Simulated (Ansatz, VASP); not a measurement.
**Two plane-wave programs on Pd**

The input INCAR:

```
SYSTEM = Pd
  PREC = Accurate
  ENCUT = 520
  EDIFF = 1E-6
  ISMEAR = 0
  SIGMA = 0.1
  LREAL = .FALSE.
  LASPH = .TRUE.
  NELM = 100
  ALGO = Normal
  ISIF = 2
  LWAVE = .FALSE.
  LCHARG = .TRUE.
  GGA = PE
  LELF = .TRUE.
  LVHAR = .TRUE.
  NBANDS = 17
```

The input KPOINTS:

```
regular mesh
0
G
  9 9 4
  0 0 0
```

File POSCAR:

```
Pd
1.0
    2.5513237399      0.0000000000      0.0000000000
   -1.2756618700      2.2095111721      0.0000000000
    0.0000000000      0.0000000000      4.5306761342
Pd
2
Direct
    0.6666666700      0.3333333300      0.7500000000
    0.3333333300      0.6666666700      0.2500000000
```

Input for Ansatz:

```yaml
crystal:
  lattice:
    - [2.5513237399, 0.0, 0.0]
    - [-1.27566187, 2.2095111721, 0.0]
    - [0.0, 0.0, 4.5306761342]
  atoms:
    - { symbol: Pd, position: [0.66666667, 0.33333333, 0.75] }
    - { symbol: Pd, position: [0.33333333, 0.66666667, 0.25] }
basis:
  ecutwfc: 420
kpoints:
  mp_grid: { grid: [9, 9, 4] }
hamiltonian:
  xc: pbe
scf:
  occupations: { method: gaussian, width: 0.1 }
output:
  forces: true
  stress: true
  eigenvalues: true
```

Alike in both runs: task single point; functional PBE; k mesh 9 × 9 × 4; occupations gaussian, width 0.1 eV; no spin polarisation.

|  | VASP | Ansatz |
| --- | --- | --- |
| version | VASP 6.6.1 | Ansatz 0.2.0 |
| potentials or method | VASP PAW PBE potentials, release 64 (Pd) | scalar-relativistic, plane waves, PAW |
| plane-wave cutoff (eV) | 520 | 420 |
| valence electrons in the cell | 20 | 36 |

VASP gave:

| Quantity | Value |
| --- | --- |
| gap on the k mesh at the Fermi level (eV) | none |
| pressure (GPa) | 52.7 |
| largest component of the traceless stress (GPa) | 14.89 |

Question: Estimate Ansatz's values.

Answer: gap on the k mesh at the Fermi level (eV): none; pressure (GPa): 53.4; largest component of the traceless stress (GPa): 15.08.

A gap of «none» marks a metal or a gap that the smearing closes. The two sets of potentials don't hold the same shells in valence.

Caveats: so large a pressure means that the cell lies far from this level's equilibrium, or that cutoff or potentials fall short (VASP).
